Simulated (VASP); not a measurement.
**KI: single point with PBEsol**

**What was measured.**

From a printed reference work, monograph, for a bulk crystal of KI: band gap 6.32 eV.

Crystal: KI.

```
K I
1.0
     0.00000    3.50438    3.50438
     3.50438    0.00000    3.50438
     3.50438    3.50438    0.00000
K I
1 1
Cartesian
  0.0000 0.0000 0.0000
  3.5044 3.5044 3.5044
```

```
Program             : VASP 6.6.1
Task                : single point
Functional          : PBEsol
Potentials or basis : VASP PAW PBE potentials, release 64 (K_sv, I)
Cutoff              : 520 eV
k mesh              : 6 × 6 × 6
Occupations         : fermi-dirac, width 0.02 eV
Spin                : no spin polarisation
```

The pressure is 0.0 GPa and the band gap on the k mesh is 3.86 eV.

Levels at points of the mesh, in eV from the valence-band top:
```
           k point  band 4  band 5  band 6  band 7  band 8  band 9  band 10  band 11  band 12  band 13
(0.00, 0.00, 0.00)  -11.84  -10.57    0.00    0.00    0.00    3.86     6.41     6.41     6.41     7.17
(0.50, 0.00, 0.00)  -11.84  -10.25   -1.41   -0.36   -0.36    5.41     7.68     8.11     8.11     8.70
(0.50, 0.50, 0.00)  -11.86  -10.42   -1.06   -0.39   -0.39    4.78     5.73     8.10     8.75     8.77
```

Wall time 19 s on 1 thread of AMD EPYC 7R13 Processor (Zen 3) (shared host), peak memory 0.2 GiB.

A measured gap of KI is 6.32 eV (a printed reference work, monograph); the calculated 3.86 eV misses it by -2.46 eV. Spin-orbit coupling on I is left out. The value is that of PBEsol, without temperature or zero-point motion. Semilocal functionals fall short of measured gaps as a rule.

Caveat: the PAW data sets were made with another functional, which shifts forces and pressure a little; spin-orbit coupling is left out, which moves the levels of the heavy elements.
